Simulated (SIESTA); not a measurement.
# Sb in SIESTA: the effect of strain zz

The system is Sb.

```xyz
2
Lattice="3.3545 0.0000 0.0000 -1.6773 2.9051 0.0000 0.0000 0.0000 5.2514" Properties=species:S:1:pos:R:3 pbc="T T T"
Sb    1.6773    0.9684    3.9385
Sb    0.0000    1.9367    1.3128
```

The cell isn't the ideal one: cell strained along z.

Alike in all runs:

| Quantity | Value |
| --- | --- |
| Program | SIESTA 5.4.2 |
| Task | band structure |
| Functional | PBEsol |
| Potentials or basis | PseudoDojo 0.4 standard (PBEsol files) |
| Basis | DZP (energy shift 0.003 Ry; two zetas on semicore shells) |
| Grid cutoff | 500 Ry |
| Energy shift | 0.003 Ry |
| k mesh | 9 × 9 × 5 |
| Occupations | fermi-dirac, width 0.05 eV |
| Spin | no spin polarisation |

```csv
strain zz,pressure (GPa)
-0.04,3.8
-0.02,1.9
0,0.3
0.02,-0.9
0.04,?
```

Question: What does the run with strain zz 0.04 give?

Answer: Pressure -1.9 GPa.

Worked out: A parabola through the other rows of the pressure, of slope -34.7 GPa per unit of strain zz there, extrapolates to -1.8 GPa, against the run's -1.9.

Caveats: the basis of atomic orbitals isn't converged, which shifts pressures, moduli and gaps.
